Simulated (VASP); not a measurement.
# TaAs (I4_1md) in VASP: electric field gradients with r2SCAN

Aim: the electric field gradients of TaAs with r2SCAN.

All numbers are computed with VASP 6.6.1; they aren't measurements. Logs are shortened: lines on timing, memory, paths and dates and some standing lists are left out, and cuts for length are marked.

## (1) Starting point

Symmetry: I4_1md, No. 109, tetragonal system. The conventional cell has a = 3.444 Å, b = 3.444 Å, c = 11.736 Å, α = 90.00°, β = 90.00°, γ = 90.00°. Ta (site symmetry 2mm) has 6 As at 2.61 to 2.62 Å as nearest neighbours. Around As (site symmetry 2mm) lie 6 Ta at 2.61 to 2.62 Å.

The cell is a database's computed one.

## (2) Electric field gradients, r2SCAN

File INCAR:

```
SYSTEM = TaAs
  PREC = Accurate
  ENCUT = 520
  EDIFF = 1E-7
  ISMEAR = -1
  SIGMA = 0.05
  LREAL = .False.
  LASPH = .True.
  NELM = 100
  ALGO = Normal
  ISIF = 2
  LWAVE = .False.
  LCHARG = .False.
  METAGGA = R2SCAN
  LMIXTAU = .True.
  LEFG = .True.
```

File KPOINTS:

```
Automatic mesh
0
Gamma
  13 13 13
  0 0 0
```

File POSCAR:

```
TaAs
1.0
   -1.7218133622      1.7218133622      5.8679415361
    1.7218133622     -1.7218133622      5.8679415361
    1.7218133622      1.7218133622     -5.8679415361
Ta As
2 2
Direct
    0.4999673000      0.9999673000      0.5000000000
    0.7499673000      0.7499673000      0.0000000000
    0.0826321200      0.5826321200      0.5000000000
    0.3326321200      0.3326321200      0.0000000000
```

Potentials or basis: VASP PAW PBE potentials, release 64 (Ta_pv, As).

Command:

```console
> cat potpaw_PBE.64/Ta_pv/POTCAR potpaw_PBE.64/As/POTCAR > POTCAR
> mpirun -np 1 vasp_std > vasp.out
```

OUTCAR:

```text
SYSTEM = TaAs
   PREC = Accurate
   ENCUT = 520
   EDIFF = 1E-7
   ISMEAR = -1
   LREAL = .False.
   LASPH = .True.
   NELM = 100
   ISIF = 2
   METAGGA = R2SCAN

 ion  position               nearest neighbor table
   1  0.500  1.000  0.500-   4 2.61   4 2.61   3 2.62   3 2.62   3 2.62   3 2.62   2 3.40   2 3.40
                             2 3.40   2 3.40
   2  0.750  0.750  0.000-   3 2.61   3 2.61   4 2.62   4 2.62   4 2.62   4 2.62   1 3.40   1 3.40
                             1 3.40   1 3.40
   3  0.083  0.583  0.500-   2 2.61   2 2.61   1 2.62   1 2.62   1 2.62   1 2.62
   4  0.333  0.333  0.000-   1 2.61   1 2.61   2 2.62   2 2.62   2 2.62   2 2.62

  LATTYP: Found a body centered tetragonal cell.
 ALAT       =     3.4436267244
 C/A-ratio  =     3.4080009279

  Lattice vectors:

 A1 = (  -1.7218133622,   1.7218133622,   5.8679415361)
 A2 = (   1.7218133622,  -1.7218133622,   5.8679415361)
 A3 = (   1.7218133622,   1.7218133622,  -5.8679415361)

Analysis of symmetry for initial positions (statically):
=====================================================================
 Subroutine PRICEL returns:
 Original cell was already a primitive cell.

 Routine SETGRP: Setting up the symmetry group for a
 body centered tetragonal supercell.

 Subroutine GETGRP returns: Found  8 space group operations
 (whereof  4 operations were pure point group operations)
 out of a pool of 16 trial point group operations.

The static configuration has the point symmetry C_2v.
 The point group associated with its full space group is C_4v.

Analysis of symmetry for dynamics (positions and initial velocities):
=====================================================================
 Subroutine PRICEL returns:
 Original cell was already a primitive cell.

 Routine SETGRP: Setting up the symmetry group for a
 body centered tetragonal supercell.

 Subroutine GETGRP returns: Found  8 space group operations
 (whereof  4 operations were pure point group operations)
 out of a pool of 16 trial point group operations.

The dynamic configuration has the point symmetry C_2v.
 The point group associated with its full space group is C_4v.

 Subroutine INISYM returns: Found  8 space group operations
 (whereof  4 operations are pure point group operations),
 and found     1 'primitive' translations

----------------------------------------------------------------------------------------

                                     Primitive cell

  volume of cell :      69.5854

  direct lattice vectors                    reciprocal lattice vectors
    -1.721813362  1.721813362  5.867941536     0.000000000  0.290391520  0.085208756
     1.721813362 -1.721813362  5.867941536     0.290391520  0.000000000  0.085208756
     1.721813362  1.721813362 -5.867941536     0.290391520  0.290391520  0.000000000

  length of vectors
     6.353111079  6.353111079  6.353111079     0.302634709  0.302634709  0.410675626

  position of ions in fractional coordinates (direct lattice)
     0.499967300  0.999967300  0.500000000
     0.749967300  0.749967300  0.000000000
     0.082632120  0.582632120  0.500000000
     0.332632120  0.332632120  0.000000000

  ion indices of the primitive-cell ions
   primitive index   ion index
                 1           1
                 2           2
                 3           3
                 4           4

----------------------------------------------------------------------------------------

 KPOINTS: Automatic mesh

Automatic generation of k-mesh.
 Grid dimensions read from file:
 generate k-points for:   13   13   13

 Generating k-lattice:

[... 40 lines left out ...]
  0.384615  0.153846  0.000000     16.000000
  0.461538  0.153846  0.000000     16.000000
 [... further k-points ...]
   k-points           NKPTS =    196   k-points in BZ     NKDIM =    196   number of bands    NBANDS=     20
   number of dos      NEDOS =    301   number of ions     NIONS =      4
   total plane-waves  NPLWV = 110592
   dimension x,y,z NGX =    48 NGY =   48 NGZ =   48
   dimension x,y,z NGXF=    96 NGYF=   96 NGZF=   96
   ions per type =               2   2
   NGX,Y,Z   is equivalent  to a cutoff of  12.56, 12.56, 12.56 a.u.
   NGXF,Y,Z  is equivalent  to a cutoff of  25.12, 25.12, 25.12 a.u.
 SYSTEM =  TaAs
   PREC   = accura    normal or accurate (medium, high low for compatibility)
   ISTART =      0    job   : 0-new  1-cont  2-samecut
   ICHARG =      2    charge: 1-file 2-atom 10-const
   ISPIN  =      1    spin polarized calculation?
   LNONCOLLINEAR =      F non collinear calculations
   LSORBIT =      F    spin-orbit coupling
   LASPH  =      T    aspherical Exc in radial PAW
   ENCUT  =  520.0 eV  38.22 Ry    6.18 a.u.  11.81 11.81 11.81*2*pi/ulx,y,z
   NELM   =    100;   NELMIN=  2; NELMDL= -5     # of ELM steps
   EDIFF  = 0.1E-06   stopping-criterion for ELM
   LREAL  =      F    real-space projection
   EDIFFG = 0.1E-05   stopping-criterion for IOM
   NSW    =      0    number of steps for IOM
   IBRION =     -1    ionic relax: 0-MD 1-quasi-New 2-CG
   NFREE  =      0    steps in history (QN), initial steepest desc. (CG)
   ISIF   =      2    stress and relaxation
   ISYM   =      2    0-nonsym 1-usesym 2-fastsym
   POTIM  = 0.5000    time-step for ionic-motion
   TEBEG  =    0.0;   TEEND  =   0.0 temperature during run
   PSTRESS=    0.0 pullay stress
   NELECT =      32.0000    total number of electrons
   NUPDOWN=      -1.0000    fix difference up-down
   EMIN   =  10.00;   EMAX   =-10.00  energy-range for DOS
   EFERMI =   0.00;   METHOD = LEGACY
   ISMEAR =    -1;   SIGMA  =   0.05  broadening in eV -4-tet -1-fermi 0-gaus
   EFERMI_NEDOS =   21; number of points for ismear=-14 and -15
   IALGO  =     38    algorithm
   IMIX   =      4    mixing-type and parameters
     AMIX     =   0.40;   BMIX     =  1.00
     AMIX_MAG =   1.60;   BMIX_MAG =  1.00
  volume/ion in A,a.u.               =      17.40       117.40
  Fermi-wavevector in a.u.,A,eV,Ry     =   1.263627  2.387909 21.725142  1.596753
  Thomas-Fermi vector in A             =   2.396974
   LORBIT       =      0    0 simple, 1 ext, 2 COOP (PROOUT), +10 PAW based schemes
   METAGGA = R2SCAN    functional components
   LHFCALC =     F    Hartree Fock is set to
   AEXX    =    0.0000 exact exchange contribution
   IVDW    =     0    specifies the selected vdW correction
   LEPSILON=     F    determine dielectric tensor
   LRPA    =     F    only Hartree local field effects (RPA)
 non-spin polarized calculation
  energy-cutoff  :      520.00
  volume of cell :       69.59
 maximum number of plane-waves:      1894
   NGX = 23   NGY = 23   NGZ = 23

 number of electron      32.0000002 magnetization

 Free energy of the ion-electron system (eV)
  ---------------------------------------------------
  ext. energy  EPLUGINS =         0.00000000
  ---------------------------------------------------
  free energy    TOTEN  =      -129.08647810 eV

  energy without entropy =     -129.08279196  energy(sigma->0) =     -129.08463503

 E-fermi :   6.9314     XC(G=0): -12.7295

 val. band max:        6.9185637439   @ k =  -0.1538   0.3846   0.1538
 cond. band min:       6.9328420655   @ k =  -0.1538  -0.4615   0.1538
 fundamental gap:      0.0142783216
 Fermi energy:         6.9314217400

 k-point     1 :       0.0000    0.0000    0.0000
  band No.  band energies     occupation
      1     -29.3892      2.00000
      2     -29.3350      2.00000
      3     -29.3350      2.00000
      4     -29.1863      2.00000
      5     -29.1863      2.00000
      6     -29.1364      2.00000
[... 541 lines left out ...]
     19       9.5805      0.00000
     20      10.0528      0.00000

 [... further k-points ...]
[... 5 lines left out ...]
  --------------------------------------------------------------------------------------
  -------------------------------------------------------------------------------------
  Total        0.0100340      0.0100340     -0.0602717      0.0000000      0.0000000      0.0000000
  in kB        0.2310284      0.2310284     -1.3877340      0.0000000      0.0000000      0.0000000
  external PRESSURE =      -0.3085591 kB  Pullay stress =       0.0000000 kB

 VOLUME and BASIS-vectors are now :
 -----------------------------------------------------------------------------
  energy-cutoff  :      520.00
  volume of cell :       69.59
      direct lattice vectors                 reciprocal lattice vectors
    -1.721813362  1.721813362  5.867941536     0.000000000  0.290391520  0.085208756
     1.721813362 -1.721813362  5.867941536     0.290391520  0.000000000  0.085208756
     1.721813362  1.721813362 -5.867941536     0.290391520  0.290391520  0.000000000

 POSITION                                       TOTAL-FORCE (eV/Angst)
 -----------------------------------------------------------------------------------
      1.72181     -0.00000      5.86756        -0.000000      0.000000      0.002588
      0.00000      0.00000      8.80153         0.000000     -0.000000      0.002588
      1.72181      0.00000      0.96976         0.000000     -0.000000     -0.002588
      0.00000      0.00000      3.90373        -0.000000      0.000000     -0.002588
 -----------------------------------------------------------------------------------
    total drift:                               -0.000001     -0.000001      0.000255

  FREE ENERGIE OF THE ION-ELECTRON SYSTEM (eV)
  ---------------------------------------------------
  free  energy   TOTEN  =      -129.0864780998 eV

  energy  without entropy=     -129.0827919581  energy(sigma->0) =     -129.08463503

 Electric field gradients (V/A^2)
---------------------------------------------------------------------
 ion       V_xx      V_yy      V_zz      V_xy      V_xz      V_yz
---------------------------------------------------------------------
   1       7.290   -20.526    13.236     0.000     0.000     0.000
   2     -20.526     7.290    13.236     0.000     0.000     0.000
   3      -5.685   -13.640    19.325    -0.000    -0.000    -0.000
   4     -13.640    -5.685    19.325    -0.000    -0.000    -0.000
---------------------------------------------------------------------

 Electric field gradients after diagonalization (V/A^2)
 (convention: |V_zz| > |V_xx| > |V_yy|)
----------------------------------------------------------------------
 ion       V_xx      V_yy      V_zz     asymmetry (V_yy - V_xx)/ V_zz
----------------------------------------------------------------------
   1      13.236     7.290   -20.526       0.290
   2      13.236     7.290   -20.526       0.290
   3     -13.640    -5.685    19.325       0.412
   4     -13.640    -5.685    19.325       0.412
----------------------------------------------------------------------

           NMR quadrupolar parameters

 Cq : quadrupolar parameter    Cq=e*Q*V_zz/h
 eta: asymmetry parameters     (V_yy - V_xx)/ V_zz
 Q  : nuclear electric quadrupole moment in mb (millibarn)
----------------------------------------------------------------------
 ion       Cq(MHz)       eta       Q (mb)
----------------------------------------------------------------------
   1      -0.050       0.290       1.000
   2      -0.050       0.290       1.000
   3       0.047       0.412       1.000
   4       0.047       0.412       1.000
----------------------------------------------------------------------
```

Run time: 37 min. Hardware: 1 thread of Intel Xeon 6975P-C (Granite Rapids), shared host; peak memory 0.54 GiB.

Results:

| Property | Result |
| --- | --- |
| Free energy | -129.0865 eV |
| Pressure | 0.0 GPa |
| Band gap on the k mesh | none (metal or under the smearing width) |

Forces in eV/Å, atoms in the order of the input:
```
Ta   0.000  0.000  0.003
Ta   0.000  0.000  0.003
As   0.000  0.000 -0.003
As   0.000  0.000 -0.003
```

Stress tensor (GPa, compression positive):
```
 0.02  0.00  0.00
 0.00  0.02  0.00
 0.00  0.00 -0.14
```

Electric field gradients, principal values (V/Å²):
```tsv
atom	Vxx	Vyy	Vzz
1 Ta	7.290	13.236	-20.526
2 Ta	7.290	13.236	-20.526
3 As	-5.685	-13.640	19.325
4 As	-5.685	-13.640	19.325
```

Caveat: the PAW data sets were made with another functional, which shifts forces and pressure a little. Spin-orbit coupling is left out, which matters for the levels of Ta.
